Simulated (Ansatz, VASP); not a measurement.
## One calculation of Y, two programs

```
Y
1.0
     3.10359    0.00000    0.00000
     0.00000    3.10359    0.00000
     0.00000    0.00000    3.10359
Y
1
Direct
  0.00000 0.00000 0.00000
```

Change from the starting cell: volume scaled by 0.92, LAPW.

Alike in both runs: task single point; functional PBEsol; k mesh 12 × 12 × 12; occupations fermi-dirac, width 0.08 eV; no spin polarisation.

|  | VASP | Ansatz |
| --- | --- | --- |
| version | VASP 6.6.1 | Ansatz 0.2.0 |
| potentials or method | VASP PAW PBE potentials, release 64 (Y_sv), cutoff 520 eV | all-electron LAPW, scalar-relativistic |

```csv
,VASP,Ansatz,Ansatz less VASP
pressure (GPa),2.6,2.7,+0.04
```

Ansatz ran all-electron here, so the differences hold the error of VASP's frozen core and of both bases.

Caveats: the PAW data sets were made with another functional, which shifts forces and pressure a little (VASP).
